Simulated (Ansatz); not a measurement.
Runs of Ansatz 0.2.0 on Si2Ni. Symmetry: Fm-3m, No. 225, cubic system. The conventional cell has a = 5.406 Å, b = 5.406 Å, c = 5.406 Å, α = 90.00°, β = 90.00°, γ = 90.00°. Ni (site symmetry m-3m) is surrounded by 8 Si at 2.34 Å. Si (site symmetry -43m) is surrounded by 4 Ni at 2.34 Å. 

| level | cutoff (eV) | gap on the mesh (eV) | pressure (GPa) | moment (μB) |
| --- | --- | --- | --- | --- |
| BLYP | 420 | none | 10.8 | 0.00 |
| PBEsol | 420 | none | -0.9 | 0.00 |
| revPBE | 420 | none | 5.9 | 0.00 |
| RPBE | 420 | none | (b) | 0.00 |
| LDA | 420 | none | -4.5 | 0.00 |
| r2SCAN | 500 | none | (a) | 0.00 |

Alike in all rows: task band structure; potentials or basis Ansatz PAW; spin collinear, ferromagnetic start; cell as given; k mesh 5 × 5 × 5; smearing fermi-dirac 0.05 eV; the mesh is coarse, so values aren't converged.

Estimate the missing entries.

(a) -1.1; (b) 6.6.

Caveats: all runs use coarse meshes; the PAW data sets come from PBE, with cores solved anew for the run's functional, which leaves a small shift of forces and pressure; the starting moments weren't kept; the magnetic or orbital state may not be the lowest (some runs).

A gap of «none» marks a metal or a gap under the smearing width.

Runs at the PBE level aren't shown here.
